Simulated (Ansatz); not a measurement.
# Pressure coefficients of AgCl

```cif
data_structure
_symmetry_space_group_name_H-M 'Pm-3m'
_symmetry_Int_Tables_number 221
_cell_length_a 3.4340
_cell_length_b 3.4340
_cell_length_c 3.4340
_cell_angle_alpha 90.000
_cell_angle_beta 90.000
_cell_angle_gamma 90.000
_cell_volume 40.49
loop_
_atom_site_label
_atom_site_type_symbol
_atom_site_symmetry_multiplicity
_atom_site_Wyckoff_symbol
_atom_site_fract_x
_atom_site_fract_y
_atom_site_fract_z
_atom_site_occupancy
Ag1 Ag 1 a 0.00000 0.00000 0.00000 1
Cl1 Cl 1 b 0.50000 0.50000 0.50000 1
```

The runs use the primitive cell with vectors (3.434, 0.000, 0.000), (0.000, 3.434, 0.000), (0.000, 0.000, 3.434) Å, to which the k mesh refers.

Structure from Materials Project entry mp-726265 (possibly hypothetical), not relaxed further.

The calculation used DFT, PBEsol, all-electron LAPW, scalar-relativistic (Ansatz 0.2.0).

Sampling and basis: a Γ-centred 9×9×9 k mesh, Fermi–Dirac smearing of 0.01 eV, basis error target 1 meV/atom, no spin polarisation.

The cell is scaled evenly with fractional coordinates held. Semilocal gaps are too small, but their slopes carry over better.

| V/V(cell) | P (GPa) | gap on the k mesh (eV) |
| --- | --- | --- |
| 0.9400 | -1.75 | 0.469 |
| 0.9500 | -2.31 | 0.463 |
| 0.9600 | -2.83 | 0.458 |
| 0.9750 | -3.55 | 0.451 |
| 0.9800 | -3.78 | 0.449 |
| 0.9900 | -4.20 | 0.446 |
| 1.0000 | -4.59 | 0.443 |
| 1.0100 | -4.96 | 0.441 |
| 1.0200 | -5.30 | 0.439 |
| 1.0250 | -5.46 | 0.438 |
| 1.0400 | -5.91 | 0.437 |
| 1.0500 | -6.18 | 0.436 |

(1) From the rows at 0.9900 and 1.0100, what is the bulk modulus at the cell's volume?

(2) What are the gap's volume deformation potential and pressure coefficient?

(3) Predict the row at V/V(cell) = 1.0600. How far is a linear estimate of P off?

## Answers

(1) B = −ΔP/Δln V = −[(-4.96) − (-4.20)]/0.02000 = 38.0 GPa. This is the modulus at -4.59 GPa, not at zero pressure.

(2) dEg/dln V = (0.441 − 0.446)/0.02000 = -0.25 eV, and dEg/dP = −(dEg/dln V)/B = 6.6 meV/GPa: pressure widens the gap.

(3) P = -6.43 GPa, gap 0.436 eV. The linear estimate P(cell) − B ln(V/V(cell)) = -6.80 GPa misses by 0.37 GPa, since the modulus falls on expansion.
